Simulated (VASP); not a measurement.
Write the native input for VASP 6.6.1 that does the following.

| Item | Value |
| --- | --- |
| Task | relaxation of cell and atoms |
| Functional | PBE |
| Dispersion | D3(BJ) |
| Potentials or basis | VASP PAW PBE potentials, release 64 (Mo_sv) |
| Cutoff | 600 eV |
| k mesh | 18 × 18 × 10 |
| Occupations | gaussian, width 0.1 eV |
| Spin | no spin polarisation |
| Further INCAR settings | ALGO = Normal; EDIFF = 1e-07; IBRION = 2; EDIFFG = -0.005; NSW = 90; ISIF = 3 |

The structure of Mo lies in POSCAR:

```
Mo
1.0
    2.8046577100      0.0000000000      0.0000000000
   -1.4023288500      2.4289048200      0.0000000000
    0.0000000000      0.0000000000      4.5800060300
Mo
2
Direct
    0.3333333300      0.6666666700      0.2500000000
    0.6666666700      0.3333333300      0.7500000000
```

This isn't the form of Mo at room conditions, which is bcc.

The input as run:

INCAR

```
SYSTEM = Mo
  PREC = Accurate
  ENCUT = 600
  EDIFF = 1E-7
  ISMEAR = 0
  SIGMA = 0.1
  LREAL = .False.
  LASPH = .True.
  NELM = 100
  ALGO = Normal
  ISIF = 3
  LWAVE = .False.
  LCHARG = .False.
  GGA = PE
  IVDW = 12
  IBRION = 2
  NSW = 90
  EDIFFG = -0.005
```

KPOINTS

```
Automatic mesh
0
Gamma
  18 18 10
  0 0 0
```

Potentials or basis: VASP PAW PBE potentials, release 64 (Mo_sv).

Command:

```console
$ cat potpaw_PBE.64/Mo_sv/POTCAR > POTCAR
$ mpirun -np 1 vasp_std > vasp.out
```

Results of the run:

| Quantity | Value |
| --- | --- |
| Relaxed volume | 15.66 Å³/atom |
| Relaxed cell | a = 2.734 Å, b = 2.734 Å, c = 4.838 Å, α = 90.00°, β = 90.00°, γ = 120.00° |
| Space group after relaxing (to 0.05 Å) | P6_3/mmc (No. 194) |
| Energy gained by relaxing | 27.6 meV/atom |
| Ionic steps | 18 |
| Pressure after relaxing | 0.0 GPa |
| Band gap on the k mesh | none (metal or under the smearing width) |
| Dispersion energy per atom | -0.713 eV |

Caveat: pairwise dispersion overbinds metals, which lowers pressure and volume.

It took 8.3 min on 1 thread of Intel(R) Xeon(R) 6975P-C (Granite Rapids) (shared host), peak memory 0.28 GiB.
